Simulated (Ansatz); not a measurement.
Level of theory: DFT, revPBE, plane waves (420 eV) with PAW, scalar-relativistic in Ansatz 0.2.0. The PAW files were generated under PBE, with cores re-solved for the functional.

An element in the fcc structure gives this curve. The cell is scaled uniformly from the relaxed one, with fractional coordinates and shape fixed. Energies are extrapolated to zero smearing, pressures are those at the given smearing. Magnetic state: spin not included.

| V (Å³/atom) | E − E₀ (meV/atom) | P (GPa) |
| --- | --- | --- |
| 87.745 | 12.1 | 0.38 |
| 91.734 | 4.8 | 0.23 |
| 95.722 | 1.0 | 0.10 |
| 99.711 | 0.0 | 0.00 |
| 103.699 | 1.3 | -0.08 |
| 107.687 | 4.6 | -0.15 |
| 111.676 | 9.4 | -0.21 |

Q: Which element is it?
A. calcium
B. potassium
C. sodium
D. rubidium

A: D. Its fit is V₀ = 99.31 Å³/atom, B₀ = 2.4 GPa, B₀′ = 3.7.
